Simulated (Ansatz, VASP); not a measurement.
This is a calculation of Pb for Ansatz 0.2.0.

File input.yaml:

```yaml
crystal:
  lattice:
    - [-1.9796595667, 1.9796595667, 1.9796595667]
    - [1.9796595667, -1.9796595667, 1.9796595667]
    - [1.9796595667, 1.9796595667, -1.9796595667]
  atoms:
    - { symbol: Pb, position: [0.0, 0.0, 0.0] }
hamiltonian:
  xc: pbesol
  pseudopotentials: { kind: paw }
kpoints:
  mp_grid: { grid: [9, 9, 9] }
scf:
  occupations: { method: fermi_dirac, width: 0.05 }
output:
  forces: true
  stress: true
  eigenvalues: true
```

Potentials or basis: Ansatz PAW.

Launch:

```sh
$ ansatz run input.yaml --threads 1 --pin off --max-ram 3584MiB --backend cpu --events-out ev --progress --plain --runs-dir out
```

Question: Set up the same calculation for VASP 6.6.1. Potentials there: VASP PAW PBE potentials, release 64 (Pb_d).

Answer: As run (the cutoff follows the program's own potentials):

The input INCAR:

```
SYSTEM = Pb
PREC = Accurate
ENCUT = 520
EDIFF = 1E-7
ISMEAR = -1
SIGMA = 0.05
LREAL = .FALSE.
LASPH = .TRUE.
NELM = 100
ALGO = Normal
ISIF = 2
LWAVE = .FALSE.
LCHARG = .TRUE.
GGA = PS
LELF = .TRUE.
LVHAR = .TRUE.
NBANDS = 13
```

KPOINTS

```
regular mesh
0
G
  9 9 9
  0 0 0
```

POSCAR

```
Pb
1.0
   -1.9796595667      1.9796595667      1.9796595667
    1.9796595667     -1.9796595667      1.9796595667
    1.9796595667      1.9796595667     -1.9796595667
Pb
1
Direct
    0.0000000000      0.0000000000      0.0000000000
```

Potentials or basis: VASP PAW PBE potentials, release 64 (Pb_d).

Run with:

```bash
$ cat potpaw_PBE.64/Pb_d/POTCAR > POTCAR
$ mpirun -np 1 vasp_std > vasp.out
```

Both were run:

|  | VASP | Ansatz | Ansatz less VASP |
| --- | --- | --- | --- |
| gap on the k mesh at the Fermi level (eV) | none | none | - |
| pressure (GPa) | -2.0 | -2.0 | +0.07 |

A gap of «none» marks a metal or a gap that the smearing closes.

Caveats: the PAW data sets were made with another functional, which shifts forces and pressure a little (VASP); the PAW data sets come from PBE, with cores solved anew for the run's functional, which leaves a small shift of forces and pressure (Ansatz). Spin-orbit coupling is left out, which matters for the levels of Pb.
